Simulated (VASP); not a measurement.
# HgSe (F-43m) in VASP: settings compared

Aim: see how the results for HgSe move with the level of theory and the settings. Levels: HSE06, PBE, LDA, r2SCAN. Tasks: band structure.

Everything below comes from runs of VASP 6.6.1. Logs are shortened: lines on timing, memory, paths and dates and some standing lists are left out, and cuts for length are marked.

### Step 1. The crystal as given

Symmetry: F-43m, No. 216, cubic system. Conventional cell: a = 6.146 Å, b = 6.146 Å, c = 6.146 Å, α = 90.00°, β = 90.00°, γ = 90.00°. Hg (site symmetry -43m) has 4 Se at 2.66 Å as nearest neighbours. Se (site symmetry -43m) is surrounded by 4 Hg at 2.66 Å.

### Step 2. Band structure, HSE06

The input, POSCAR:

```
HgSe                                    
1.0
    0.0000000000      3.0728100868      3.0728100868
    3.0728100868      0.0000000000      3.0728100868
    3.0728100868      3.0728100868      0.0000000000
  Hg              Se            
     1     1
Direct
     0.0000000000000000    0.0000000000000000    0.0000000000000000
     0.2500000000000000    0.2500000000000000    0.2500000000000000
```

The input, INCAR.step1:

```
PREC = Accurate ; ENCUT = 520
EDIFF = 1E-5 ; ISMEAR = 0
SIGMA = 0.03 ; LREAL = F
LASPH = T ; NELM = 80
ALGO = Normal ; ISIF = 2
LWAVE = T ; LCHARG = F
NBANDS = 16 ; KPAR = 4
GGA = PE
```

The input, INCAR.step2:

```
PREC = Accurate ; ENCUT = 520
EDIFF = 1E-7 ; ISMEAR = 0
SIGMA = 0.03 ; LREAL = F
LASPH = T ; NELM = 80
ALGO = Normal ; ISIF = 2
LWAVE = F ; LCHARG = F
GGA = PE ; LHFCALC = T
HFSCREEN = 0.2 ; PRECFOCK = Fast
NBANDS = 16 ; KPAR = 4
ISTART = 1
```

The input, KPOINTS:

```
regular mesh
0
Gamma
  6 6 6
```

The input, KPOINTS_OPT:

```
explicit points
6
Reciprocal
 0.0000000000  0.0000000000  0.0000000000 1
 0.3750000000  0.3750000000  0.7500000000 1
 0.5000000000  0.5000000000  0.5000000000 1
 0.6250000000  0.2500000000  0.6250000000 1
 0.5000000000  0.2500000000  0.7500000000 1
 0.5000000000  0.0000000000  0.5000000000 1
```

Potentials or basis: VASP PAW PBE potentials, release 64 (Hg, Se).

The run is started by

```console
$ cat potpaw_PBE.64/Hg/POTCAR potpaw_PBE.64/Se/POTCAR > POTCAR
$ cp INCAR.step1 INCAR
$ mpirun -np 4 vasp_std > vasp.out
$ cp INCAR.step2 INCAR
$ mpirun -np 4 vasp_std > vasp.out
```

OUTCAR:

```text
PREC = Accurate
   ENCUT = 520
   EDIFF = 1E-7
   ISMEAR = 0
   LREAL = F
   LASPH = T
   NELM = 80
   ISIF = 2
   GGA = PE
   LHFCALC = T
   HFSCREEN = 0.2
   PRECFOCK = Fast
   ISTART = 1

 ion  position               nearest neighbor table
   1  0.000  0.000  0.000-   2 2.66   2 2.66   2 2.66   2 2.66
   2  0.250  0.250  0.250-   1 2.66   1 2.66   1 2.66   1 2.66

  LATTYP: Found a face centered cubic cell.
 ALAT       =     6.1456201736

  Lattice vectors:

 A1 = (   0.0000000000,   3.0728100868,   3.0728100868)
 A2 = (   3.0728100868,   0.0000000000,   3.0728100868)
 A3 = (   3.0728100868,   3.0728100868,   0.0000000000)

Analysis of symmetry for initial positions (statically):
=====================================================================
 Subroutine PRICEL returns:
 Original cell was already a primitive cell.

 Routine SETGRP: Setting up the symmetry group for a
 face centered cubic supercell.

 Subroutine GETGRP returns: Found 24 space group operations
 (whereof 24 operations were pure point group operations)
 out of a pool of 48 trial point group operations.

The static configuration has the point symmetry T_d .

Analysis of symmetry for dynamics (positions and initial velocities):
=====================================================================
 Subroutine PRICEL returns:
 Original cell was already a primitive cell.

 Routine SETGRP: Setting up the symmetry group for a
 face centered cubic supercell.

 Subroutine GETGRP returns: Found 24 space group operations
 (whereof 24 operations were pure point group operations)
 out of a pool of 48 trial point group operations.

The dynamic configuration has the point symmetry T_d .

 Subroutine INISYM returns: Found 24 space group operations
 (whereof 24 operations are pure point group operations),
 and found     1 'primitive' translations

----------------------------------------------------------------------------------------

                                     Primitive cell

  volume of cell :      58.0279

  direct lattice vectors                    reciprocal lattice vectors
     0.000000000  3.072810087  3.072810087    -0.162717508  0.162717508  0.162717508
     3.072810087  0.000000000  3.072810087     0.162717508 -0.162717508  0.162717508
     3.072810087  3.072810087  0.000000000     0.162717508  0.162717508 -0.162717508

  length of vectors
     4.345609699  4.345609699  4.345609699     0.281834991  0.281834991  0.281834991

  position of ions in fractional coordinates (direct lattice)
     0.000000000  0.000000000  0.000000000
     0.250000000  0.250000000  0.250000000

  ion indices of the primitive-cell ions
   primitive index   ion index
                 1           1
                 2           2

----------------------------------------------------------------------------------------

 KPOINTS: regular mesh

Automatic generation of k-mesh.
 Grid dimensions read from file:
 generate k-points for:    6    6    6

 Generating k-lattice:

  Cartesian coordinates                     Fractional coordinates (reciprocal lattice)
    -0.027119585  0.027119585  0.027119585     0.166666667  0.000000000  0.000000000
     0.027119585 -0.027119585  0.027119585     0.000000000  0.166666667  0.000000000
     0.027119585  0.027119585 -0.027119585     0.000000000  0.000000000  0.166666667

  Length of vectors
     0.046972499  0.046972499  0.046972499

  Shift w.r.t. Gamma in fractional coordinates (k-lattice)
     0.000000000  0.000000000  0.000000000

 Subroutine IBZKPT returns following result:
 ===========================================

 Found     16 irreducible k-points:

 Following reciprocal coordinates:
            Coordinates               Weight
  0.000000  0.000000  0.000000      1.000000
  0.166667  0.000000  0.000000      8.000000
  0.333333  0.000000  0.000000      8.000000
  0.500000  0.000000  0.000000      4.000000
  0.166667  0.166667  0.000000      6.000000
  0.333333  0.166667  0.000000     24.000000
[... 8 lines left out ...]
 -0.333333  0.333333  0.166667     24.000000
[... 43 lines left out ...]

 val. band max:        0.9040313310   @ k =   0.0000   0.0000   0.0000
 cond. band min:       2.3878343504   @ k =   0.1667   0.0000   0.0000
 fundamental gap:      1.4838030195
 Fermi energy:         0.9131683543

 k-point     1 :       0.0000    0.0000    0.0000
  band No.  band energies     occupation
      1     -13.5235      2.00000
      2      -7.1020      2.00000
      3      -7.1020      2.00000
      4      -7.1020      2.00000
      5      -6.4063      2.00000
      6      -6.4063      2.00000
[... 8 lines left out ...]
     15      13.2755      0.00000
     16      13.2755      0.00000

 k-point     2 :       0.1667    0.0000    0.0000
  band No.  band energies     occupation
      1     -13.4049      2.00000
      2      -7.0528      2.00000
      3      -7.0528      2.00000
      4      -7.0196      2.00000
      5      -6.4086      2.00000
      6      -6.4086      2.00000
[... 8 lines left out ...]
     15      12.1609      0.00000
     16      12.1609      0.00000

 k-point     3 :       0.3333    0.0000    0.0000
  band No.  band energies     occupation
      1     -13.1580      2.00000
      2      -6.9684      2.00000
      3      -6.9684      2.00000
      4      -6.6392      2.00000
      5      -6.3900      2.00000
      6      -6.3900      2.00000
[... 8 lines left out ...]
     15      12.4863      0.00000
     16      12.4863      0.00000

 k-point     4 :       0.5000    0.0000    0.0000
  band No.  band energies     occupation
      1     -13.0299      2.00000
      2      -6.9366      2.00000
      3      -6.9366      2.00000
      4      -6.3652      2.00000
      5      -6.3652      2.00000
      6      -6.0718      2.00000
[... 8 lines left out ...]
     15      13.8580      0.00000
     16      13.8580      0.00000
[... 172 lines left out ...]
 k-point    14 :       0.5000    0.3333    0.1667
  band No.  band energies     occupation
      1     -12.9926      2.00000
      2      -6.8681      2.00000
      3      -6.8327      2.00000
      4      -6.5973      2.00000
      5      -6.3659      2.00000
      6      -6.2354      2.00000
[... 8 lines left out ...]
     15      14.0075      0.00000
     16      14.7326      0.00000

 k-point    15 :      -0.3333    0.3333    0.1667
  band No.  band energies     occupation
      1     -12.9077      2.00000
      2      -6.8392      2.00000
      3      -6.7866      2.00000
      4      -6.4640      2.00000
      5      -6.4065      2.00000
      6      -5.9064      2.00000
[... 8 lines left out ...]
     15      13.6620      0.00000
     16      14.7910      0.00000

 k-point    16 :      -0.3333    0.5000    0.1667
  band No.  band energies     occupation
      1     -12.8657      2.00000
      2      -6.8116      2.00000
      3      -6.7133      2.00000
      4      -6.5464      2.00000
      5      -6.3697      2.00000
      6      -5.8472      2.00000
[... 8 lines left out ...]
     15      14.5150      0.00000
     16      14.5909      0.00000

------------------------ aborting loop because EDIFF is reached ----------------------------------------

  FORCE on cell =-STRESS in cart. coord.  units (eV):
  Direction    XX          YY          ZZ          XY          YZ          ZX
  --------------------------------------------------------------------------------------
  -------------------------------------------------------------------------------------
  Total        0.3786623      0.3786623      0.3786623      0.0000000      0.0000000      0.0000000
  in kB       10.4550340     10.4550340     10.4550340      0.0000000      0.0000000      0.0000000
  external PRESSURE =      10.4550340 kB  Pullay stress =       0.0000000 kB

 VOLUME and BASIS-vectors are now :
 -----------------------------------------------------------------------------
  energy-cutoff  :      520.00
  volume of cell :       58.03
      direct lattice vectors                 reciprocal lattice vectors
     0.000000000  3.072810087  3.072810087    -0.162717508  0.162717508  0.162717508
     3.072810087  0.000000000  3.072810087     0.162717508 -0.162717508  0.162717508
     3.072810087  3.072810087  0.000000000     0.162717508  0.162717508 -0.162717508

 POSITION                                       TOTAL-FORCE (eV/Angst)
 -----------------------------------------------------------------------------------
      0.00000      0.00000      0.00000         0.000000      0.000000      0.000000
      1.53641      1.53641      1.53641        -0.000000     -0.000000     -0.000000
 -----------------------------------------------------------------------------------
    total drift:                                0.000002      0.000004      0.000002

  FREE ENERGIE OF THE ION-ELECTRON SYSTEM (eV)
  ---------------------------------------------------
  free  energy   TOTEN  =        -5.2948859763 eV

  energy  without entropy=       -5.2946717231  energy(sigma->0) =       -5.29477885
```

Run time: 11 min. Hardware: 4 MPI ranks of Intel Xeon Platinum 8375C at 2.90GHz (Ice Lake), shared host; peak memory 0.32 GiB.

What came out:

| Quantity | Value |
| --- | --- |
| Free energy | -5.2949 eV |
| Pressure | 1.0 GPa |
| Band gap along the path | none (metal or under the smearing width) |

Caveat: the PAW data sets were made with another functional, which shifts forces and pressure a little; spin-orbit coupling is left out, which moves the levels of the heavy elements.

### Step 3. Band structure, PBE

The input, INCAR:

```
SYSTEM = HgSe
PREC = Accurate
ENCUT = 520
EDIFF = 1E-6
ISMEAR = 0
SIGMA = 0.03
LREAL = .False.
LASPH = .True.
NELM = 80
ALGO = Normal
ISIF = 2
LWAVE = .False.
LCHARG = .False.
GGA = PE
NBANDS = 16
KPAR = 4
```

The input, KPOINTS:

```
regular mesh
0
Gamma
  10 10 10
  0 0 0
```

POSCAR is that of step 2.

The input, KPOINTS_OPT:

```
explicit points
252
Reciprocal
 0.0000000000  0.0000000000  0.0000000000 1
 0.0357142857  0.0000000000  0.0357142857 1
 0.0714285714  0.0000000000  0.0714285714 1
 0.1071428571  0.0000000000  0.1071428571 1
 0.1428571429  0.0000000000  0.1428571429 1
 0.1785714286  0.0000000000  0.1785714286 1
[... 244 lines left out ...]
 0.5119702700  0.0239405400  0.5119702700 1
 0.4880297300 -0.0239405400  0.4880297300 1
```

Potentials or basis: VASP PAW PBE potentials, release 64 (Hg, Se).

The run is started by

```console
$ cat potpaw_PBE.64/Hg/POTCAR potpaw_PBE.64/Se/POTCAR > POTCAR
$ mpirun -np 4 vasp_std > vasp.out
```

Wall time 17 s (4 MPI ranks of Intel Xeon Platinum 8488C (Sapphire Rapids), shared host); peak memory 0.22 GiB.

It converged, with:

```
Free energy             : -4.0570 eV
Pressure                : 3.0 GPa
Band gap along the path : none (metal or under the smearing width)
```

Levels at the corners of the path, in eV from the Fermi level:
```csv
point,band 5,band 6,band 7,band 8,band 9,band 10,band 11,band 12,band 13,band 14
Γ,-6.31,-6.31,-0.99,-0.01,-0.01,-0.01,5.52,5.52,5.52,8.44
X,-6.20,-5.96,-4.95,-2.18,-2.18,2.74,3.06,8.40,9.69,9.69
X,-6.20,-5.96,-4.95,-2.18,-2.18,2.74,3.06,8.40,9.69,9.69
W,-6.36,-5.74,-5.13,-2.59,-2.31,3.52,5.15,6.06,7.49,10.02
W,-6.36,-5.74,-5.13,-2.59,-2.31,3.52,5.15,6.06,7.49,10.02
K,-6.26,-5.82,-5.09,-2.74,-1.78,2.89,4.49,7.93,8.18,8.31
K,-6.26,-5.82,-5.09,-2.74,-1.78,2.89,4.49,7.93,8.18,8.31
Γ,-6.31,-6.31,-0.99,-0.01,-0.01,-0.01,5.52,5.52,5.52,8.44
Γ,-6.31,-6.31,-0.99,-0.01,-0.01,-0.01,5.52,5.52,5.52,8.44
L,-6.26,-6.01,-5.31,-0.92,-0.92,1.10,6.26,6.26,6.94,9.23
L,-6.26,-6.01,-5.31,-0.92,-0.92,1.10,6.26,6.26,6.94,9.23
U,-6.26,-5.82,-5.09,-2.74,-1.78,2.89,4.49,7.93,8.18,8.31
U,-6.26,-5.82,-5.09,-2.74,-1.78,2.89,4.49,7.93,8.18,8.31
W,-6.36,-5.74,-5.13,-2.59,-2.31,3.52,5.15,6.06,7.49,10.02
W,-6.36,-5.74,-5.13,-2.59,-2.31,3.52,5.15,6.06,7.49,10.02
L,-6.26,-6.01,-5.31,-0.92,-0.92,1.10,6.26,6.26,6.94,9.23
L,-6.26,-6.01,-5.31,-0.92,-0.92,1.10,6.26,6.26,6.94,9.23
K,-6.26,-5.82,-5.09,-2.74,-1.78,2.89,4.49,7.93,8.18,8.31
U,-6.26,-5.82,-5.09,-2.74,-1.78,2.89,4.49,7.93,8.18,8.31
X,-6.20,-5.96,-4.95,-2.18,-2.18,2.74,3.06,8.40,9.69,9.69
```

Caveat: spin-orbit coupling is left out, which moves the levels of the heavy elements.

### Step 4. Band structure, LDA

Edit INCAR of step 3 so:

```diff
@@ -13,3 +13,2 @@
 LCHARG = .False.
-GGA = PE
 NBANDS = 16
```

KPOINTS is that of step 3.

POSCAR is that of step 3.

KPOINTS_OPT is that of step 3.

Potentials or basis: VASP PAW LDA potentials, release 64 (Hg, Se).

The run is started by

```console
$ cat potpaw_LDA.64/Hg/POTCAR potpaw_LDA.64/Se/POTCAR > POTCAR
$ mpirun -np 4 vasp_std > vasp.out
```

Wall time 16 s (4 MPI ranks of Intel Xeon Platinum 8488C (Sapphire Rapids), shared host); peak memory 0.21 GiB.

It converged, with:

```yaml
Free_energy: -5.4846 eV
Pressure: -1.7 GPa
Band_gap_along_the_path: none (metal or under the smearing width)
```

Levels at the corners of the path, in eV from the Fermi level:
```csv
point,band 5,band 6,band 7,band 8,band 9,band 10,band 11,band 12,band 13,band 14
Γ,-6.33,-6.33,-1.16,-0.01,-0.01,-0.01,5.42,5.42,5.42,8.16
X,-6.23,-6.00,-5.00,-2.21,-2.21,2.65,2.86,8.15,9.54,9.54
X,-6.23,-6.00,-5.00,-2.21,-2.21,2.65,2.86,8.15,9.54,9.54
W,-6.39,-5.77,-5.18,-2.64,-2.35,3.47,4.98,5.89,7.27,9.86
W,-6.39,-5.77,-5.18,-2.64,-2.35,3.47,4.98,5.89,7.27,9.86
K,-6.28,-5.85,-5.15,-2.80,-1.81,2.79,4.34,7.69,8.07,8.13
K,-6.28,-5.85,-5.15,-2.80,-1.81,2.79,4.34,7.69,8.07,8.13
Γ,-6.33,-6.33,-1.16,-0.01,-0.01,-0.01,5.42,5.42,5.42,8.16
Γ,-6.33,-6.33,-1.16,-0.01,-0.01,-0.01,5.42,5.42,5.42,8.16
L,-6.29,-6.04,-5.38,-0.93,-0.93,0.97,6.15,6.15,6.71,8.95
L,-6.29,-6.04,-5.38,-0.93,-0.93,0.97,6.15,6.15,6.71,8.95
U,-6.28,-5.85,-5.15,-2.80,-1.81,2.79,4.34,7.69,8.07,8.13
U,-6.28,-5.85,-5.15,-2.80,-1.81,2.79,4.34,7.69,8.07,8.13
W,-6.39,-5.77,-5.18,-2.64,-2.35,3.47,4.98,5.89,7.27,9.86
W,-6.39,-5.77,-5.18,-2.64,-2.35,3.47,4.98,5.89,7.27,9.86
L,-6.29,-6.04,-5.38,-0.93,-0.93,0.97,6.15,6.15,6.71,8.95
L,-6.29,-6.04,-5.38,-0.93,-0.93,0.97,6.15,6.15,6.71,8.95
K,-6.28,-5.85,-5.15,-2.80,-1.81,2.79,4.34,7.69,8.07,8.13
U,-6.28,-5.85,-5.15,-2.80,-1.81,2.79,4.34,7.69,8.07,8.13
X,-6.23,-6.00,-5.00,-2.21,-2.21,2.65,2.86,8.15,9.54,9.54
```

Caveat: spin-orbit coupling is left out, which moves the levels of the heavy elements.

### Step 5. Band structure, r2SCAN

Edit INCAR of step 4 so:

```diff
@@ -13,2 +13,4 @@
 LCHARG = .False.
+METAGGA = R2SCAN
+LMIXTAU = .True.
 NBANDS = 16
```

KPOINTS is that of step 4.

POSCAR is that of step 4.

KPOINTS_OPT is that of step 4.

Potentials or basis: VASP PAW PBE potentials, release 64 (Hg, Se).

The run is started by

```console
$ cat potpaw_PBE.64/Hg/POTCAR potpaw_PBE.64/Se/POTCAR > POTCAR
$ mpirun -np 4 vasp_std > vasp.out
```

It took 61 s on 4 MPI ranks of Intel Xeon Platinum 8488C (Sapphire Rapids), shared host; peak memory 0.24 GiB.

It converged, with:

- Free energy: -64.1447 eV
- Pressure: 1.2 GPa
- Band gap along the path: none (metal or under the smearing width)

Levels at the corners of the path, in eV from the Fermi level:
| point | band 6 | band 7 | band 8 | band 9 | band 10 | band 11 | band 12 | band 13 |
| --- | --- | --- | --- | --- | --- | --- | --- | --- |
| Γ | -6.50 | -0.68 | -0.01 | -0.01 | -0.01 | 5.96 | 5.96 | 5.96 |
| X | -6.14 | -5.04 | -2.24 | -2.24 | 2.99 | 3.36 | 8.83 | 10.33 |
| X | -6.14 | -5.04 | -2.24 | -2.24 | 2.99 | 3.36 | 8.83 | 10.33 |
| W | -5.92 | -5.22 | -2.65 | -2.38 | 3.82 | 5.44 | 6.58 | 7.84 |
| W | -5.92 | -5.22 | -2.65 | -2.38 | 3.82 | 5.44 | 6.58 | 7.84 |
| K | -6.00 | -5.18 | -2.82 | -1.83 | 3.18 | 4.81 | 8.30 | 8.72 |
| K | -6.00 | -5.18 | -2.82 | -1.83 | 3.18 | 4.81 | 8.30 | 8.72 |
| Γ | -6.50 | -0.68 | -0.01 | -0.01 | -0.01 | 5.96 | 5.96 | 5.96 |
| Γ | -6.50 | -0.68 | -0.01 | -0.01 | -0.01 | 5.96 | 5.96 | 5.96 |
| L | -6.19 | -5.42 | -0.95 | -0.95 | 1.39 | 6.69 | 6.69 | 7.30 |
| L | -6.19 | -5.42 | -0.95 | -0.95 | 1.39 | 6.69 | 6.69 | 7.30 |
| U | -6.00 | -5.18 | -2.82 | -1.83 | 3.18 | 4.81 | 8.30 | 8.72 |
| U | -6.00 | -5.18 | -2.82 | -1.83 | 3.18 | 4.81 | 8.30 | 8.72 |
| W | -5.92 | -5.22 | -2.65 | -2.38 | 3.82 | 5.44 | 6.58 | 7.84 |
| W | -5.92 | -5.22 | -2.65 | -2.38 | 3.82 | 5.44 | 6.58 | 7.84 |
| L | -6.19 | -5.42 | -0.95 | -0.95 | 1.39 | 6.69 | 6.69 | 7.30 |
| L | -6.19 | -5.42 | -0.95 | -0.95 | 1.39 | 6.69 | 6.69 | 7.30 |
| K | -6.00 | -5.18 | -2.82 | -1.83 | 3.18 | 4.81 | 8.30 | 8.72 |
| U | -6.00 | -5.18 | -2.82 | -1.83 | 3.18 | 4.81 | 8.30 | 8.72 |
| X | -6.14 | -5.04 | -2.24 | -2.24 | 2.99 | 3.36 | 8.83 | 10.33 |

Caveat: the PAW data sets were made with another functional, which shifts forces and pressure a little; spin-orbit coupling is left out, which moves the levels of the heavy elements.

### Step 6. The runs side by side

| level | potentials or basis | k mesh | grid for exact exchange (PRECFOCK) | screening parameter | pressure (GPa) |
| --- | --- | --- | --- | --- | --- |
| HSE06 | VASP PAW PBE potentials, release 64 (Hg, Se) | 6 × 6 × 6 | Fast | 0.2 1/A | 1.0 |
| PBE | VASP PAW PBE potentials, release 64 (Hg, Se) | 10 × 10 × 10 | - | - | 3.0 |
| LDA | VASP PAW LDA potentials, release 64 (Hg, Se) | 10 × 10 × 10 | - | - | -1.7 |
| r2SCAN | VASP PAW PBE potentials, release 64 (Hg, Se) | 10 × 10 × 10 | - | - | 1.2 |

Alike in all rows: task band structure; no spin polarisation; cell as given; cutoff (eV) 520; smearing gaussian 0.03 eV.

Caveats: spin-orbit coupling is left out, which moves the levels of the heavy elements; the PAW data sets were made with another functional, which shifts forces and pressure a little (some runs).

Absolute energies hang on the potentials; compare differences alone.
